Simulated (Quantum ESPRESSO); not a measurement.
Runs of Quantum ESPRESSO 7.5 on MoS2. Symmetry: Fm-3m, No. 225, cubic system. Conventional cell: a = 5.992 Å, b = 5.992 Å, c = 5.992 Å, α = 90.00°, β = 90.00°, γ = 90.00°. Mo (site symmetry m-3m) has 8 S at 2.59 Å as nearest neighbours. S (site symmetry -43m) is surrounded by 4 Mo at 2.59 Å. Measurements of this composition are mostly on another form, of space group No. 194.

```csv
level,gap on the mesh (eV),pressure (GPa),moment (μB)
PW91+U,none,8.8,2.14
RPBE+U,none,11.3,2.13
PBE+U,none,(b),2.14
PBEsol+U,none,(a),2.14
revPBE+U,none,10.5,2.14
```

Alike in all rows: task single point; potentials or basis PseudoDojo 0.4.1 SR LDA standard; spin collinear, ferromagnetic start; Mo d U = 7 eV; cell as given; k mesh 6 × 6 × 6; cutoff (eV) 1088; smearing gaussian 0.05 eV.

Fill in the values left out.

(a) 3.5; (b) 8.5.

Caveats: the potentials were made for another functional, which shifts forces and pressure.

A k mesh can miss the band edges, and the runs leave out spin-orbit coupling on Mo.

A gap of «none» marks a metal or a gap under the smearing width.
